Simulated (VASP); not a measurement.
Set up this calculation in VASP 6.6.1, as the native input.

```
Task                   : single point
Functional             : PBE
Potentials or basis    : VASP PAW PBE potentials, release 64 (Ag, Br)
Cutoff                 : 520 eV
k mesh                 : 8 × 8 × 8
Occupations            : gaussian, width 0.02 eV
Spin                   : no spin polarisation
Dipole correction      : no
Further INCAR settings : ALGO = Normal; EDIFF = 1e-07; NBANDS = 16
```

The structure of AgBr lies in POSCAR:

```
AgBr
1.0
    0.0000000000      2.9789633057      2.9789633057
    2.9789633057      0.0000000000      2.9789633057
    2.9789633057      2.9789633057      0.0000000000
Ag Br
1 1
Direct
    0.0000000000      0.0000000000      0.0000000000
    0.5000000000      0.5000000000      0.5000000000
```

The input as run:

INCAR

```
PREC     = Accurate       # precision mode
ENCUT    = 520            # plane-wave cutoff, eV
EDIFF    = 1E-7           # SCF threshold, eV
ISMEAR   = 0              # smearing method
SIGMA    = 0.02           # smearing width, eV
LREAL    = False          # projectors in reciprocal space
LASPH    = True           # aspherical terms in the spheres
NELM     = 80             # most SCF steps
ALGO     = Normal         # electronic algorithm
ISIF     = 2              # what is computed and relaxed
LWAVE    = False          # write WAVECAR
LCHARG   = False          # write CHGCAR
GGA      = PE             # functional
NBANDS   = 16             # bands
```

KPOINTS

```
regular mesh
0
Gamma
  8 8 8
```

Potentials or basis: VASP PAW PBE potentials, release 64 (Ag, Br).

Launch:

```console
$ cat potpaw_PBE.64/Ag/POTCAR potpaw_PBE.64/Br/POTCAR > POTCAR
$ mpirun -np 1 vasp_std > vasp.out
```

Results of the run:

* Pressure: -2.0 GPa
* Band gap on the k mesh: 0.72 eV, indirect (least direct gap 2.27 eV)

Run time: 17 s on 1 thread of Intel(R) Xeon(R) Platinum 8559C (Emerald Rapids) (shared host), peak memory 0.18 GiB.
